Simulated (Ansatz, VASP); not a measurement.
**Two plane-wave programs on MgB2**

```
Mg B
1.0
     0.00000    2.99364    2.99364
     2.99364    0.00000    2.99364
     2.99364    2.99364    0.00000
Mg B
2 4
Direct
  0.50000 0.50000 0.50000
  0.75000 0.75000 0.75000
  0.12500 0.62500 0.12500
  0.12500 0.12500 0.62500
  0.62500 0.12500 0.12500
  0.12500 0.12500 0.12500
```

Change from the starting cell: species swapped into the MgCu2 type (Fd-3m, No. 227).

Alike in both runs: functional PBE; k mesh 12 × 12 × 12; occupations gaussian, width 0.1 eV; no spin polarisation.

Ansatz relaxed the structure, and its values are those at the end. VASP's run is a single point on that final structure, the one shown.

```csv
,VASP,Ansatz
version,VASP 6.6.1,Ansatz 0.2.0
potentials or method,"VASP PAW PBE potentials, release 64 (Mg, B)","scalar-relativistic, plane waves, PAW"
plane-wave cutoff (eV),520,420
valence electrons in the cell,16,32
```

|  | VASP | Ansatz | Ansatz less VASP |
| --- | --- | --- | --- |
| gap on the k mesh at the Fermi level (eV) | none | none | - |
| pressure (GPa) | -0.2 | 0.0 | +0.16 |

A gap of «none» marks a metal or a gap that the smearing closes. The functional is the same, so the differences come from potentials, cutoffs and numerics. The two sets of potentials don't hold the same shells in valence.
